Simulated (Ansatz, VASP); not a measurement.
## Li2H: VASP beside Ansatz

The input INCAR:

```
ALGO = Normal
EDIFF = 1E-6
EDIFFG = -0.04
ENCUT = 600
GGA = PE
IBRION = 2
ISIF = 3
ISMEAR = 0
LASPH = T
LCHARG = F
LREAL = F
LWAVE = F
NELM = 60
NSW = 90
PREC = Accurate
SIGMA = 0.1
```

Contents of KPOINTS:

```
k-points
0
Gamma
  9 9 4
```

The input POSCAR:

```
Li2H
1.0
    2.8263697207      0.0000000000      0.0000000000
   -1.4131848604      2.4477079786      0.0000000000
    0.0000000000      0.0000000000      5.0313494255
Li H
2 1
Direct
    0.3333333333      0.6666666667      0.2636444238
    0.6666666667      0.3333333333      0.7363555762
    0.0000000000      0.0000000000      0.5000000000
```

Input for Ansatz:

```yaml
crystal:
  lattice:
    - [2.8263697207, 0.0, 0.0]
    - [-1.4131848604, 2.4477079786, 0.0]
    - [0.0, 0.0, 5.0313494255]
  atoms:
    - { symbol: Li, position: [0.3333333333, 0.6666666667, 0.2636444238] }
    - { symbol: Li, position: [0.6666666667, 0.3333333333, 0.7363555762] }
    - { symbol: H, position: [0.0, 0.0, 0.5] }
basis:
  ecutwfc: 420
kpoints:
  mp_grid: { grid: [9, 9, 4] }
hamiltonian:
  xc: pbe
scf:
  occupations: { method: gaussian, width: 0.1 }
  lower_state_search: "off"
output:
  forces: true
  stress: true
  eigenvalues: true
relax:
  adjacent_minimum: "off"
  f_tol: 0.04
  max_steps: 70
  cell: { stress_tol: 0.4 }
```

Alike in both runs: task relaxation of cell and atoms; functional PBE; k mesh 9 × 9 × 4; occupations gaussian, width 0.1 eV; no spin polarisation.

|  | VASP | Ansatz |
| --- | --- | --- |
| version | VASP 6.6.1 | Ansatz 0.2.0 |
| potentials or method | VASP PAW PBE potentials, release 64 (Li_sv, H) | scalar-relativistic, plane waves, PAW |
| plane-wave cutoff (eV) | 600 | 420 |
| valence electrons in the cell | 7 | 7 |

Ansatz gave:

- gap on the k mesh at the Fermi level, each at its own relaxed structure (eV): none
- relaxed volume (Å³/atom): 11.61
- relaxed cell length with the largest relative difference (Å): 2.843

Question: Which values does VASP return?

Answer: gap on the k mesh at the Fermi level, each at its own relaxed structure (eV): none; relaxed volume (Å³/atom): 11.51; relaxed cell length with the largest relative difference (Å): 2.831.

A gap of «none» marks a metal or a gap that the smearing closes.

Caveats: the cutoff is under 1.25 times the usual one of these potentials, so pressure, stress and relaxed cells hold a basis-set (Pulay) error (VASP).
